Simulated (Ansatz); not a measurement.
Crystal: CoSi2.

```
CELL_PARAMETERS angstrom
0.00000 2.67800 2.67800
2.67800 0.00000 2.67800
2.67800 2.67800 0.00000
ATOMIC_POSITIONS crystal
Co 0.00000 0.00000 0.00000
Si 0.75000 0.75000 0.75000
Si 0.25000 0.25000 0.25000
```

Base run:

- Program: Ansatz 0.2.0
- Functional: PBEsol
- Potentials or basis: Ansatz PAW
- Cutoff: 420 eV (not typed: the program's choice for these potentials)
- k mesh: 7 × 7 × 7
- Occupations: fermi-dirac, width 0.05 eV
- Spin: collinear spin, ferromagnetic start
- Starting moments: [1.5, 0.0, 0.0] μB
- Fixed moment: 1.5 μB

Its results: pressure 5.1 GPa; site moments Co +0.86; Si +0.14 μB.

Problem. After a change of settings the same cell gave: pressure 9.6 GPa; site moments Co +1.15; Si +0.18 μB. Which change was it?
A. fixed moment from 1.5 μB to 4 μB; moments at the start from [1.5, 0.0, 0.0] to [4.0, 0.0, 0.0]
B. fixed moment from 1.5 μB to 1 μB; moments at the start from [1.5, 0.0, 0.0] to [1.0, 0.0, 0.0]
C. fixed moment from 1.5 μB to 0.5 μB; moments at the start from [1.5, 0.0, 0.0] to [0.5, 0.0, 0.0]
D. fixed moment from 1.5 μB to 2 μB; moments at the start from [1.5, 0.0, 0.0] to [2.0, 0.0, 0.0]

Solution. D.

Caveats: the total moment is fixed, so each spin has its own Fermi level; the PAW data sets come from PBE, with cores solved anew for the run's functional, which leaves a small shift of forces and pressure; the thresholds are loose for stress.
